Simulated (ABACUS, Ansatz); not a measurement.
## Cu: 7 runs at one level of theory

```xyz
1
Lattice="0.0000 1.8075 1.8075 1.8075 0.0000 1.8075 1.8075 1.8075 0.0000" Properties=species:S:1:pos:R:3 pbc="T T T"
Cu    0.0000    0.0000    0.0000
```

Alike in all runs: task single point; functional PBE; k mesh 9 × 9 × 9; occupations fermi-dirac, width 0.05 eV; no spin polarisation; no spin-orbit coupling. Pressure is positive in compression and, in plane waves, holds the error of the finite cutoff, which Ansatz's Pulay term estimates and takes out.

| program and potentials | plane-wave cutoff (eV) | notes | pressure (GPa) |
| --- | --- | --- | --- |
| Ansatz, Ansatz PAW | 420 | Pulay term of +0.12 GPa included | 1.80 |
| ABACUS, Ansatz NC PBE, plane waves | 1252 | - | 1.76 |
| ABACUS, SG15 ONCV 1.2 PBE, plane waves | 1252 | - | ? |
| ABACUS, PseudoDojo NC SR 0.5 PBE stringent, plane waves | 1429 | - | 1.63 |
| ABACUS, GBRV ultrasoft 1.5 PBE, plane waves | 544 | - | 1.86 |
| ABACUS, PseudoDojo NC SR 0.4.1 PBE standard, plane waves | 1252 | - | 1.60 |
| ABACUS, SPMS ONCV 1.0 PBE, plane waves | 1252 | - | 1.96 |

Task: Estimate from the other rows what the run with ABACUS, SG15 ONCV 1.2 PBE, plane waves gave.

Result: Pressure 2.02 GPa. The other rows, which needn't bracket it: pressure 1.60 to 1.96.
